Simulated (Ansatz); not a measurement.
# SnO (P4/nmm) in Ansatz: a series of runs

The runs below take SnO through single point, with r2SCAN0 form with a typed share of exact exchange.

Program: Ansatz 0.2.0. These are calculated values, not measurements. Logs are shortened: lines on timing, memory, paths and dates and some standing lists are left out, and cuts for length are marked.

## 1. The crystal as given

The structure is tetragonal, space group P4/nmm (No. 129). The conventional cell has a = 3.814 Å, b = 3.814 Å, c = 4.887 Å, α = 90.00°, β = 90.00°, γ = 90.00°. Sn (site symmetry 4mm) is surrounded by 4 O at 2.23 Å. O (site symmetry -4m2) is surrounded by 4 Sn at 2.23 Å.

The cell is a database's computed one.

## 2. Single point, r2SCAN0 form with a typed share of exact exchange

Contents of input.yaml:

```yaml
crystal:
  lattice:
    - [3.81369522, 0.0, 0.0]
    - [0.0, 3.81369522, 0.0]
    - [0.0, 0.0, 4.8869133]
  atoms:
    - { symbol: Sn, position: [0.5, 0.0, 0.76462614] }
    - { symbol: Sn, position: [0.0, 0.5, 0.23537386] }
    - { symbol: O, position: [0.0, 0.0, 0.0] }
    - { symbol: O, position: [0.5, 0.5, 0.0] }
hamiltonian:
  xc: r2scan
  pseudopotentials: { kind: paw }
kpoints:
  mp_grid: { grid: [4, 4, 3] }
scf:
  occupations: { method: fermi_dirac, width: 0.05 }
output:
  forces: true
  stress: true
  eigenvalues: true
  write_density: true
  write_potential: true
  elf: true
  volumetric_format: npy
```

Potentials or basis: Ansatz PAW.

Launch:

```console
$ ansatz run input.yaml --threads 2 --pin off --max-ram 5632MiB --backend cpu --events-out ev --progress --plain --runs-dir out
```

The log of the run:

```text
Warning: RAYON_NUM_THREADS=2 ignored (pool sized by the plan → 2); use --threads N
Engine: ansatz 0.2.0, x86_64-unknown-linux-gnu
Pseudopotentials: kind: paw
Pseudopotential: Sn, paw, valence charge 14, recommended cutoff 500 eV (meta_gga), Sn.paw.azcp
Pseudopotential: O, paw, valence charge 6, recommended cutoff 500 eV (meta_gga), O.paw.azcp
Functional definition: r2SCAN
  parameter k0 = 0.174
  parameter k1 = 0.065
  parameter a1 = 4.9479
  exchange = r2scan_x(k0 = k0, k1 = k1, a1 = a1)
  correlation = r2scan_c
Crystal: 4 atoms, lattice volume = 71.077 Å³
Basis set: ecut = 500 eV, 1801 PW (Γ), exchange–correlation on 120×120×144 points (64 copies of the dense FFT grid, shifted against one another)
Bands: 24, of which v1, the nominal top of the filled ones, is band 20 counted from 1 (19 counted from 0)
Symmetry: 16 space group operations
Space group: P4/nmm (ITA 129), of the structure as read, at distance tolerance 4.1e-5 Å
k-points: 12 of 48
Non-local potential: Sn, projectors of the file, l = 0: 2, l = 1: 2, l = 2: 2, l = 3: 2
Non-local potential: O, projectors of the file, l = 0: 2, l = 1: 2, l = 2: 1
PAW form: soft (Blöchl's): semilocal exchange-correlation on the pseudo side does not see the compensation charge
PAW frozen core: Sn, regenerated for the run's functional (the file was generated under x = pbe(κ = 0.804, μ = 0.2195149727645171), c = pbe(β = 0.06672455060314922))
PAW frozen core: O, regenerated for the run's functional (the file was generated under x = pbe(κ = 0.804, μ = 0.2195149727645171), c = pbe(β = 0.06672455060314922))
PAW one-centre angular grid: Sn, 590 points (default); XC on 249 of its mesh's 2787 points in the sphere
PAW one-centre angular grid: O, 302 points (default); XC on 160 Gauss nodes
Initial density: superposition of atomic densities (neutral atoms: chi_scale 0, normalization atom), corrected by the library's trained network
Initial wavefunctions: pseudopotential atomic-orbital guess
Functional: x = r2scan, c = r2scan; τ floored in thin density (d = 2e-4 eV/Å³)
SCF iter   1: F=—  HF=-13214.605510 eV  |F-HF|=—  |Δ(HF+E_count)|=         —  Δρ=8.13e-3  dr2=4.08e-2  dr2_τ=1.13e-1  ethr=1.77e-3  ⟨swp⟩=5.9  Hψ=1313  notcnv=0
preconditioner: auto → Resta (q_TF=auto, 2.479 Å⁻¹)  ε∞=3.1  [insulator: Δε(μ)=0.264 eV  Ē_g=19.071 eV  σ=0.050 eV  W_gap=0.86  n_scr=18 (ndim 8)  ℏωp=27.9 eV  f_vac=0.023  D(μ)=0.14/eV (n_scr^D=0)  ε∞_Penn≈3.1]
SCF iter   2: F=—  HF=-13214.683910 eV  |F-HF|=—  |Δ(HF+E_count)|=   7.84e-2  Δρ=4.91e-3  dr2=1.01e-2  dr2_τ=7.91e-4  ethr=1.02e-4  ⟨swp⟩=2.0  Hψ=552  notcnv=0
SCF iter   3: F=—  HF=-13214.684450 eV  |F-HF|=—  |Δ(HF+E_count)|=   5.40e-4  Δρ=1.04e-3  dr2=6.39e-4  dr2_τ=9.20e-5  ethr=2.51e-5  ⟨swp⟩=2.0  Hψ=516  notcnv=0
SCF iter   4: F=—  HF=-13214.684579 eV  |F-HF|=—  |Δ(HF+E_count)|=   1.29e-4  Δρ=2.83e-4  dr2=5.44e-5  dr2_τ=4.22e-6  ethr=1.60e-6  ⟨swp⟩=2.0  Hψ=400  notcnv=0
SCF iter   5: F=—  HF=-13214.684591 eV  |F-HF|=—  |Δ(HF+E_count)|=   1.17e-5  Δρ=1.35e-4  dr2=1.35e-5  dr2_τ=8.84e-7  ethr=1.36e-7  ⟨swp⟩=2.0  Hψ=396  notcnv=0
SCF iter   6: F=—  HF=-13214.684591 eV  |F-HF|=—  |Δ(HF+E_count)|=   2.26e-7  Δρ=3.33e-5  dr2=8.49e-7  dr2_τ=2.45e-8  ethr=3.38e-8  ⟨swp⟩=2.0  Hψ=382  notcnv=0
SCF iter   7: F=-13214.684591 eV  HF=-13214.684591 eV  |F-HF|=1.47e-8  |Δ(HF+E_count)|=   1.34e-7  Δρ=8.08e-6  dr2=4.71e-8  dr2_τ=1.48e-9  ethr=2.50e-10  ⟨swp⟩=10.6  Hψ=2156  notcnv=0
SCF 1 converged in 7 iterations: F = -13214.684591 eV  dr2 = 4.71e-8
SCF converged after 7 iterations
Free energy (F): -13214.684591 eV
Harris-Foulkes:  -13214.684591 eV  (|F-HF|=1.47e-8)
Internal energy: -13214.683320 eV  (E = F + TS)
E sigma→0 (E₀):  -13214.683955 eV
Entropy (-TS):   -0.001271 eV (-0.318 meV/atom)
Fermi energy:    9.865729 eV
--- Per-component energies (eV) ---
  E_band       = -220.640658
  E_kinetic    = 725.730257
  E_local      = -2721.003796  (includes V_loc(G=0)·N_el)
  E_nonlocal   = 29.952858
  E_hartree    = 1470.027141
  E_xc         = -896.524816
  E_vxc        = -419.922438  (∫ρ·V_xc dr)
  E_paw        = -8638.915231  (= ΣΔE_a)
  E_vpaw       = -801.826458  (= ΣTr[D̂ρ^β])
  E_aug_tail   = 0.001994  (compensation charges beyond the density's cutoff)
  E_vtau       = 26.375028  (kinetic-family band-sum trace: ∫τ·v_τ [+ j·A + Jᵃ·Aᵃ] dr)
  E_ewald      = -3185.358485
  E_core_change = 1.406758  (= ΣΔE_core)
  E_smearing   = -0.001271  (= −TS)
  E_closure    = 0.000000  (closes the sum)
  Σ components = -13214.684591   (vs F -13214.684591, Δ=0.00e0)
--- Forces (eV/Å), atoms counted from 1 ---
  atom   1  Sn     0.00000000     0.00000000     0.11521232
  atom   2  Sn     0.00000000     0.00000000    -0.11521232
  atom   3  O      0.00000000     0.00000000     0.00000000
  atom   4  O      0.00000000     0.00000000     0.00000000
  max |Σ_I F_I| component: 0.00e0 eV/Å
--- Stress (GPa, compression-positive) ---
       -0.496197       0.000000       0.000000
        0.000000      -0.496197       0.000000
        0.000000       0.000000      -0.334021
  P = ⅓ Tr σ = -0.4421 GPa (-4.421 kbar)
--- Band table (eV; the first three rows and the last of 12) ---
  k-point 0: bands = ["-13.2172", "-12.6840", "-12.6707", "-12.6707", "-12.6424", "-12.6119", "-12.5892", "-12.5856", "-12.5458", "-12.5458", "-11.7346", "-9.0811", "1.7983", "2.8292", "3.1048", "3.1048", "5.9097", "6.2167", "6.2167", "9.7430", "12.1485", "14.2947", "14.6648", "14.6648"]
  k-point 1: bands = ["-13.2061", "-12.6954", "-12.6490", "-12.6490", "-12.6321", "-12.6107", "-12.5995", "-12.5889", "-12.5697", "-12.5697", "-11.7087", "-9.0813", "0.5082", "3.1816", "3.1816", "5.2698", "5.8656", "6.2060", "6.2060", "8.4382", "11.7128", "13.2116", "13.2116", "13.9188"]
  k-point 2: bands = ["-13.1828", "-12.8377", "-12.6604", "-12.6591", "-12.6498", "-12.6463", "-12.5972", "-12.5910", "-12.5590", "-12.5410", "-11.2049", "-9.3844", "1.6443", "2.7961", "3.4485", "3.5070", "5.2986", "5.6926", "5.8556", "9.1442", "12.8199", "13.5205", "14.7753", "15.0672"]
  k-point 11: bands = ["-13.1250", "-13.1250", "-12.6544", "-12.6544", "-12.6201", "-12.6201", "-12.5656", "-12.5656", "-12.5381", "-12.5381", "-9.9675", "-9.9675", "0.4379", "0.4379", "3.9391", "3.9391", "6.8866", "6.8866", "7.0672", "7.0672", "11.4169", "11.4169", "15.0649", "15.0649"]
```

Run time: 0.91 s. Hardware: 2 threads of AMD EPYC 9R45 (Zen 5), shared host; peak memory 0.49 GiB.

Results:

| Item | Value |
| --- | --- |
| Free energy | -13214.6846 eV |
| Pressure | -0.4 GPa |
| Largest force | 0.115 eV/Å |
| Band gap on the k mesh | 0.28 eV, indirect (least direct gap 2.38 eV) |

Forces in eV/Å, atoms in the order of the input:
```
Sn   0.000  0.000  0.115
Sn   0.000  0.000 -0.115
O    0.000  0.000  0.000
O    0.000  0.000  0.000
```

Caveat: the k mesh is coarse (spacing up to 0.43 Å⁻¹), so the values aren't converged, least of all with exact exchange; odd divisions of the mesh miss points on the zone boundary, where band edges often lie, so the gap on the mesh can be too wide; spin-orbit coupling is left out, which moves the levels of the heavy elements; the PAW data sets come from PBE, with cores solved anew for the run's functional, which leaves a small shift of forces and pressure. A k mesh can miss the band edges.

## 3. Single point, r2SCAN0 form with a typed share of exact exchange

input.yaml: that of step 2 with these lines changed.

```diff
@@ -11,3 +11,3 @@
 hamiltonian:
-  xc: r2scan
+  xc: { exchange: r2scan, correlation: r2scan, exx: { coeff: 0.1 } }
   pseudopotentials: { kind: paw }
@@ -21,5 +21 @@
   eigenvalues: true
-  write_density: true
-  write_potential: true
-  elf: true
-  volumetric_format: npy
```

Potentials or basis: Ansatz PAW.

Launch:

```console
$ ansatz run input.yaml --threads 2 --pin off --max-ram 5632MiB --backend cpu --events-out ev --progress --plain --runs-dir out
```

Wall time 9.9 s (2 threads of AMD EPYC 9R45 (Zen 5), shared host); peak memory 1.3 GiB.

It converged, with:

| Quantity | Value |
| --- | --- |
| Free energy | -13214.1349 eV |
| Pressure | -1.5 GPa |
| Largest force | 0.305 eV/Å |
| Band gap on the k mesh | 0.67 eV, indirect (least direct gap 2.90 eV) |

Forces in eV/Å, atoms in the order of the input:
```
Sn   0.000  0.000  0.305
Sn   0.000  0.000 -0.305
O    0.000  0.000  0.000
O    0.000  0.000  0.000
```

Stress tensor (GPa, compression positive):
```
-1.68  0.00  0.00
 0.00 -1.68  0.00
 0.00  0.00 -1.15
```

Levels at points of the mesh, in eV from the valence-band top:
```csv
k point,band 17,band 18,band 19,band 20,band 21,band 22,band 23,band 24
"(0.00, 0.00, 0.00)",-4.17,-3.85,-3.85,0.00,2.91,5.06,5.45,5.45
"(0.00, -0.50, 0.00)",-5.58,-5.58,-3.10,-3.10,3.94,3.94,6.80,6.80
"(-0.50, -0.50, 0.00)",-3.16,-3.16,-2.22,-2.22,0.67,0.67,5.26,5.26
```

Caveat: the k mesh is coarse (spacing up to 0.43 Å⁻¹), so the values aren't converged, least of all with exact exchange; odd divisions of the mesh miss points on the zone boundary, where band edges often lie, so the gap on the mesh can be too wide; spin-orbit coupling is left out, which moves the levels of the heavy elements; the PAW data sets come from PBE, with cores solved anew for the run's functional, which leaves a small shift of forces and pressure; the thresholds are loose for stress. A k mesh can miss the band edges.

## 4. Single point, r2SCAN0 form with a typed share of exact exchange

input.yaml: that of step 3 with these lines changed.

```diff
@@ -11,3 +11,3 @@
 hamiltonian:
-  xc: { exchange: r2scan, correlation: r2scan, exx: { coeff: 0.1 } }
+  xc: { exchange: r2scan, correlation: r2scan, exx: { coeff: 0.15 } }
   pseudopotentials: { kind: paw }
```

Potentials or basis: Ansatz PAW.

Launch:

```console
$ ansatz run input.yaml --threads 2 --pin off --max-ram 5632MiB --backend cpu --events-out ev --progress --plain --runs-dir out
```

The log of the run:

```text
Warning: output.stress: scf.convergence.dr2_threshold = 1e-7 eV (the SCF's general default) is looser than the 4e-10 eV advised for a printed stress (1e-10 eV for each atom of the cell: 4). What an SCF threshold leaves in a stress goes as its square root, and in the free energy as the threshold itself, and one threshold admits the most on a small cell: of the crystals measured, under no hybrid functional and no lock of the moments, on runs that ended without the residual-converged pass, on stresses that held no estimate of that error, the worst erred by over 100 MPa in a component at 1e-7 eV an atom and by under 5 at 1e-10. Set scf.convergence.dr2_threshold to 4e-10 eV or tighter. The threshold is an SCF's pass mark: one that does not reach it within its budget of iterations ends unconverged, or closes short of it on a stop that the run arms, and scf.convergence.dr2_threshold's page says what that costs each kind of run
Warning: output.stress: scf.exx.energy_threshold = 1e-6 eV is looser than the 4e-8 eV advised for a stress under a hybrid functional (1e-8 eV for each atom of the cell: 4). Every SCF of the exchange loop can meet its threshold on dr2 while the loop round them stops early: no threshold on dr2 bounds what that leaves in the stress. Set scf.exx.energy_threshold to 4e-8 eV or tighter. The threshold is the loop's pass mark: a loop that does not reach it within its budget of cycles ends unconverged, and scf.exx.energy_threshold's page has the law
Warning: RAYON_NUM_THREADS=2 ignored (pool sized by the plan → 2); use --threads N
[... 4 set-up lines as earlier in the session ...]
Functional definition: unnamed
  parameter a_1 = 0.15
  exchange = (1 - a_1)*r2scan_x + a_1*exact_x
[... 77 lines left out ...]
  E_vtau       = 21.034298  (kinetic-family band-sum trace: ∫τ·v_τ [+ j·A + Jᵃ·Aᵃ] dr)
  E_ewald      = -3185.358485
  E_core_change = 1.429450  (= ΣΔE_core)
  E_smearing   = -0.000009  (= −TS)
  E_closure    = 0.000000  (closes the sum)
  Σ components = -13213.870884   (vs F -13213.870884, Δ=0.00e0)
--- Forces (eV/Å), atoms counted from 1 ---
  atom   1  Sn     0.00000000     0.00000000     0.39202055
  atom   2  Sn     0.00000000     0.00000000    -0.39202055
  atom   3  O      0.00000000     0.00000000     0.00000000
  atom   4  O      0.00000000     0.00000000    -0.00000000
  max |Σ_I F_I| component: 2.78e-16 eV/Å
--- Stress (GPa, compression-positive) ---
       -2.272863       0.000000       0.000000
        0.000000      -2.272863       0.000000
        0.000000       0.000000      -1.544630
  P = ⅓ Tr σ = -2.0301 GPa (-20.301 kbar)
--- Band table (eV; the first three rows and the last of 12) ---
  k-point 0: bands = ["-14.8046", "-14.2506", "-14.2275", "-14.2275", "-14.1907", "-14.1589", "-14.1382", "-14.1352", "-14.0996", "-14.0996", "-13.3076", "-10.5681", "0.8599", "2.0321", "2.1611", "2.1611", "5.0869", "5.4035", "5.4035", "9.4210", "12.5815", "14.7314", "15.1402", "15.1402"]
  k-point 1: bands = ["-14.7934", "-14.2621", "-14.2056", "-14.2056", "-14.1805", "-14.1604", "-14.1484", "-14.1363", "-14.1236", "-14.1236", "-13.2807", "-10.5683", "-0.4758", "2.2372", "2.2372", "4.6228", "5.0410", "5.3945", "5.3945", "7.9914", "12.1175", "13.6368", "13.6368", "14.3407"]
  k-point 2: bands = ["-14.7687", "-14.4097", "-14.2181", "-14.2151", "-14.2139", "-14.1955", "-14.1466", "-14.1377", "-14.1126", "-14.0868", "-12.7555", "-10.8798", "0.7022", "1.9763", "2.5252", "2.5769", "4.4721", "4.8531", "5.0657", "8.7201", "13.2320", "14.0130", "15.2765", "15.5749"]
  k-point 11: bands = ["-14.7051", "-14.7051", "-14.2039", "-14.2039", "-14.1850", "-14.1850", "-14.1186", "-14.1186", "-14.0839", "-14.0839", "-11.4782", "-11.4782", "-0.5806", "-0.5806", "3.0574", "3.0574", "6.1026", "6.1026", "6.5231", "6.5231", "11.7412", "11.7412", "15.5940", "15.5940"]
```

Run time: 10 s. Hardware: 2 threads of AMD EPYC 9R45 (Zen 5), shared host; peak memory 1.3 GiB.

What came out:

- Free energy: -13213.8709 eV
- Pressure: -2.0 GPa
- Largest force: 0.392 eV/Å
- Band gap on the k mesh: 0.88 eV, indirect (least direct gap 3.16 eV)

Forces on the atoms (eV/Å):
```
Sn   0.000  0.000  0.392
Sn   0.000  0.000 -0.392
O    0.000  0.000  0.000
O    0.000  0.000  0.000
```

Caveat: the k mesh is coarse (spacing up to 0.43 Å⁻¹), so the values aren't converged, least of all with exact exchange; odd divisions of the mesh miss points on the zone boundary, where band edges often lie, so the gap on the mesh can be too wide; spin-orbit coupling is left out, which moves the levels of the heavy elements; the PAW data sets come from PBE, with cores solved anew for the run's functional, which leaves a small shift of forces and pressure; the thresholds are loose for stress.

## 5. The runs side by side

| share of exact exchange | gap on the mesh (eV) | pressure (GPa) | largest force (eV/Å) |
| --- | --- | --- | --- |
| 0 | 0.28 | -0.4 | 0.12 |
| 0.1 | 0.67 | -1.5 | 0.31 |
| 0.15 | 0.88 | -2.0 | 0.39 |

Alike in all rows: task single point; level r2SCAN0 form with a typed share of exact exchange; potentials or basis Ansatz PAW; no spin polarisation; cell as given; k mesh 4 × 4 × 3; cutoff (eV) 500; smearing fermi-dirac 0.05 eV; the mesh is coarse, so values aren't converged.

Caveats: all runs use coarse meshes; odd divisions of the mesh miss points on the zone boundary, where band edges often lie, so the gap on the mesh can be too wide; spin-orbit coupling is left out, which moves the levels of the heavy elements; the PAW data sets come from PBE, with cores solved anew for the run's functional, which leaves a small shift of forces and pressure; the thresholds are loose for stress (some runs).

Total energies depend on the potentials used, so only differences within one code and one set of settings carry meaning.
